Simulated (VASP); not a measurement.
# Al (P6_3/mmc) in VASP: notebook, part 2 of 2

VASP 6.6.1.

### 3 Single point, PBE+D3(BJ)

This run uses another cell than the first one, of 15.92 Å³/atom, 0.955 times its volume.

Input file INCAR:

```
  PREC = Accurate
  ENCUT = 520
  EDIFF = 1E-6
  ISMEAR = 0
  SIGMA = 0.1
  LREAL = F
  LASPH = T
  NELM = 100
  ALGO = Normal
  ISIF = 2
  LWAVE = F
  LCHARG = F
  GGA = PE
  IVDW = 12
  NBANDS = 10
```

Input file KPOINTS:

```
Automatic mesh
0
Gamma
  18 18 10
```

Input file POSCAR:

```
Al
1.0
    2.8038236389      0.0000000000      0.0000000000
   -1.4019118194      2.4281824990      0.0000000000
    0.0000000000      0.0000000000      4.6763984501
Al
2
Direct
    0.6666666667      0.3333333333      0.7500000000
    0.3333333333      0.6666666667      0.2500000000
```

Potentials or basis: VASP PAW PBE potentials, release 64 (Al).

Run with:

```bash
$ cat potpaw_PBE.64/Al/POTCAR > POTCAR
$ mpirun -np 1 vasp_std > vasp.out
```

OUTCAR:

```text
PREC = Accurate
   ENCUT = 520
   EDIFF = 1E-6
   ISMEAR = 0
   LREAL = F
   LASPH = T
   NELM = 100
   ISIF = 2
   GGA = PE
   IVDW = 12
 IVDW          = 12

 ion  position               nearest neighbor table
   1  0.667  0.333  0.750-   2 2.84   2 2.84   2 2.84   2 2.84   2 2.84   2 2.84
   2  0.333  0.667  0.250-   1 2.84   1 2.84   1 2.84   1 2.84   1 2.84   1 2.84

  LATTYP: Found a hexagonal cell.
 ALAT       =     2.8038236389
 C/A-ratio  =     1.6678646921

  Lattice vectors:

 A1 = (   2.8038236389,   0.0000000000,   0.0000000000)
 A2 = (  -1.4019118194,   2.4281824990,   0.0000000000)
 A3 = (   0.0000000000,   0.0000000000,   4.6763984501)

Analysis of symmetry for initial positions (statically):
=====================================================================
 Subroutine PRICEL returns:
 Original cell was already a primitive cell.

 Routine SETGRP: Setting up the symmetry group for a
 hexagonal supercell.

 Subroutine GETGRP returns: Found 24 space group operations
 (whereof 12 operations were pure point group operations)
 out of a pool of 24 trial point group operations.

The static configuration has the point symmetry D_3d.
[... 175 lines left out ...]
      2       3.5314      2.00000
      3       3.6846      2.00000
      4      19.6039      0.00000
      5      19.6039      0.00000
      6      19.8375      0.00000
      7      19.8375      0.00000
      8      20.3779      0.00000
      9      22.4743      0.00000
     10      23.0469      0.00000
[... 287 lines left out ...]
 k-point    24 :       0.3889    0.1111    0.0000
  band No.  band energies     occupation
      1       2.0804      2.00000
      2       4.7069      2.00000
      3       8.3112      1.60413
      4       8.6803      0.00001
      5      10.7046      0.00000
      6      11.0359      0.00000
      7      12.3630      0.00000
      8      17.5801      0.00000
      9      17.7820      0.00000
     10      19.2833      0.00000

 [... further k-points ...]

------------------------ aborting loop because EDIFF is reached ----------------------------------------

 Edisp (eV)   -0.69813

 E8    (eV) :    -0.3123

  FORCE on cell =-STRESS in cart. coord.  units (eV):
  Direction    XX          YY          ZZ          XY          YZ          ZX
  --------------------------------------------------------------------------------------
  -------------------------------------------------------------------------------------
  Total      -0.01264    -0.01264    -0.00718    -0.00000     0.00000     0.00000
  in kB      -0.63602    -0.63602    -0.36136    -0.00000     0.00000     0.00000
  external pressure =       -0.54 kB  Pullay stress =        0.00 kB

 VOLUME and BASIS-vectors are now :
 -----------------------------------------------------------------------------
  energy-cutoff  :      520.00
  volume of cell :       31.84
      direct lattice vectors                 reciprocal lattice vectors
     2.803823639  0.000000000  0.000000000     0.356655813  0.205915330  0.000000000
    -1.401911819  2.428182499  0.000000000     0.000000000  0.411830660  0.000000000
     0.000000000  0.000000000  4.676398450     0.000000000  0.000000000  0.213839777

 POSITION                                       TOTAL-FORCE (eV/Angst)
 -----------------------------------------------------------------------------------
      1.40191      0.80939      3.50730        -0.000000      0.000000      0.000000
     -0.00000      1.61879      1.16910         0.000000     -0.000000      0.000000
 -----------------------------------------------------------------------------------
    total drift:                                0.000000     -0.000000      0.000000

  FREE ENERGIE OF THE ION-ELECTRON SYSTEM (eV)
  ---------------------------------------------------
  free  energy   TOTEN  =        -8.1072954155 eV

  energy  without entropy=       -8.1022974884  energy(sigma->0) =       -8.10479645
```

stdout:

```text
POSCAR found type information on POSCAR Al
 POSCAR found :  1 types and       2 ions
 scaLAPACK will be used
 LDA part: xc-table for (Slater+PW92), standard interpolation
 POSCAR, INCAR and KPOINTS ok, starting setup
 FFT: planning ... GRIDC
 FFT: planning ... GRID_SOFT
 FFT: planning ... GRID
 WAVECAR not read
 entering main loop
```

It took 25 s on 1 thread of Intel Xeon Platinum 8488C (Sapphire Rapids), shared host; peak memory 0.2 GiB.

Results:

| Item | Value |
| --- | --- |
| Free energy | -8.1073 eV |
| Pressure | -0.1 GPa |
| Band gap on the k mesh | none (metal or under the smearing width) |
| Dispersion energy per atom | -0.349 eV |

Caveat: pairwise dispersion overbinds metals, which lowers pressure and volume.

### 4 Relaxation of cell and atoms, PBE+D3(BJ)

Input file INCAR:

```
SYSTEM = Al
  PREC = Accurate
  ENCUT = 600
  EDIFF = 1E-6
  ISMEAR = 0
  SIGMA = 0.1
  LREAL = .False.
  LASPH = .True.
  NELM = 100
  ALGO = Normal
  ISIF = 3
  LWAVE = .False.
  LCHARG = .False.
  GGA = PE
  IVDW = 12
  IBRION = 2
  NSW = 100
  EDIFFG = -0.005
```

Input file KPOINTS:

```
Automatic mesh
0
Gamma
  18 18 10
  0 0 0
```

Input file POSCAR:

```
Al
1.0
    2.8124553515      0.0000000000      0.0000000000
   -1.4062276757      2.4356577814      0.0000000000
    0.0000000000      0.0000000000      4.8668500000
Al
2
Direct
    0.6666666700      0.3333333300      0.7500000000
    0.3333333300      0.6666666700      0.2500000000
```

Run with:

```bash
$ cat potpaw_PBE.64/Al/POTCAR > POTCAR
$ mpirun -np 1 vasp_std > vasp.out
```

It took 2.3 min on 1 thread of Intel Xeon Platinum 8488C (Sapphire Rapids), shared host; peak memory 0.2 GiB.

It converged, with:

| Quantity | Value |
| --- | --- |
| Free energy | -8.1075 eV |
| Relaxed volume | 15.91 Å³/atom |
| Relaxed cell | a = 2.802 Å, b = 2.802 Å, c = 4.680 Å, α = 90.00°, β = 90.00°, γ = 120.00° |
| Space group after relaxing (to 0.05 Å) | P6_3/mmc (No. 194) |
| Energy gained by relaxing | 10.3 meV/atom |
| Ionic steps | 12 |
| Pressure after relaxing | 0.0 GPa |
| Band gap on the k mesh | none (metal or under the smearing width) |
| Dispersion energy per atom | -0.349 eV |

The path:
```
step  energy change (eV)  largest force (eV/Å)  pressure (GPa)  volume (Å³)
   1              0.0000                0.0000           -3.24        33.34
   2             -0.0180                0.0000            0.38        31.74
   3             -0.0180                0.0000            0.28        31.78
   4             -0.0199                0.0000            0.16        31.78
   5             -0.0203                0.0000            0.12        31.78
   6             -0.0206                0.0000            0.10        31.78
   7             -0.0206                0.0000            0.10        31.78
   8             -0.0206                0.0000            0.10        31.78
   9             -0.0205                0.0000            0.10        31.78
  10             -0.0206                0.0000            0.10        31.78
  11             -0.0206                0.0000           -0.05        31.84
  12             -0.0206                0.0000            0.00        31.82
```

Final structure:
```
Al
1.0
     2.80185    0.00000    0.00000
    -1.40093    2.42648    0.00000
     0.00000    0.00000    4.67987
Al
2
Direct
  0.66667 0.33333 0.75000
  0.33333 0.66667 0.25000
```

Levels at points of the mesh, in eV from the Fermi level:
| k point | band 1 | band 2 | band 3 | band 4 | band 5 | band 6 | band 7 |
| --- | --- | --- | --- | --- | --- | --- | --- |
| (0.00, 0.00, 0.00) | -11.38 | -4.85 | -4.70 | 11.26 | 11.26 | 11.49 | 11.99 |
| (0.50, 0.00, 0.00) | -5.31 | -5.20 | 0.61 | 1.00 | 1.43 | 1.71 | 6.05 |
| (0.00, 0.00, 0.50) | -9.70 | -9.70 | 3.10 | 3.10 | 12.35 | 12.35 | 12.35 |
| (0.50, 0.00, 0.50) | -4.00 | -4.00 | -3.20 | -3.20 | 7.49 | 7.49 | 7.64 |

Caveat: pairwise dispersion overbinds metals, which lowers pressure and volume.

### 5 Single point, PBE+D3(BJ)

This run uses another cell than the first one, of 13.07 Å³/atom, 0.784 times its volume.

Input file INCAR:

```
SYSTEM = Al
  PREC = Accurate
  ENCUT = 520
  EDIFF = 1E-7
  ISMEAR = 0
  SIGMA = 0.1
  LREAL = .FALSE.
  LASPH = .TRUE.
  NELM = 100
  ALGO = Fast
  ISIF = 2
  LWAVE = .FALSE.
  LCHARG = .FALSE.
  GGA = PE
  IVDW = 12
  NBANDS = 10
```

Input file KPOINTS:

```
Automatic mesh
0
G
  18 18 10
  0 0 0
```

Input file POSCAR:

```
Al
1.0
    2.6462776074      0.0000000000      0.0000000000
   -1.3231388037      2.2917436335      0.0000000000
    0.0000000000      0.0000000000      4.3088908666
Al
2
Direct
    0.6666666667      0.3333333333      0.7500000000
    0.3333333333      0.6666666667      0.2500000000
```

Run with:

```bash
$ cat potpaw_PBE.64/Al/POTCAR > POTCAR
$ mpirun -np 1 vasp_std > vasp.out
```

Run time: 30 s. Hardware: 1 thread of Intel Xeon Platinum 8488C (Sapphire Rapids), shared host; peak memory 0.17 GiB.

The run converged. Its results:

```
Free energy                : -7.7353 eV
Pressure                   : 25.0 GPa
Band gap on the k mesh     : none (metal or under the smearing width)
Dispersion energy per atom : -0.429 eV
```

Stress tensor (GPa, compression positive):
```
24.96  0.00  0.00
 0.00 24.96  0.00
 0.00  0.00 25.06
```

Levels at points of the mesh, in eV from the Fermi level:
```
           k point  band 1  band 2  band 3  band 4  band 5  band 6  band 7  band 8
(0.00, 0.00, 0.00)  -12.86   -5.55   -4.70   12.27   12.27   12.56   12.56   13.39
(0.50, 0.00, 0.00)   -6.11   -6.01    0.60    1.16    1.64    2.24    6.76    9.23
(0.00, 0.00, 0.50)  -10.89  -10.89    3.99    3.99   13.18   13.18   13.18   13.18
(0.50, 0.00, 0.50)   -4.71   -4.71   -3.52   -3.52    8.09    8.09    8.37    8.37
```

Caveat: so large a pressure means that the cell lies far from this level's equilibrium, or that cutoff or potentials fall short; pairwise dispersion overbinds metals, which lowers pressure and volume.

### 6 The runs side by side

```csv
task,cell,k mesh,cutoff (eV),gap on the mesh (eV),pressure (GPa)
single point,"P6_3/mmc, 16.67 Å³/atom",9 × 9 × 4,520,none,-2.8
single point,"P6_3/mmc, 15.92 Å³/atom",18 × 18 × 10,520,none,-0.1
relaxation of cell and atoms,relaxed,18 × 18 × 10,600,none,0.0
single point,"P6_3/mmc, 13.07 Å³/atom",18 × 18 × 10,520,none,25.0
```

Alike in all rows: level PBE+D3(BJ); potentials or basis VASP PAW PBE potentials, release 64 (Al); no spin polarisation; smearing gaussian 0.1 eV.

Every run on the cell as given and a fine mesh finds a metal.

Caveats: pairwise dispersion overbinds metals, which lowers pressure and volume; so large a pressure means that the cell lies far from this level's equilibrium, or that cutoff or potentials fall short (some runs).

Absolute energies hang on the potentials; compare differences alone.
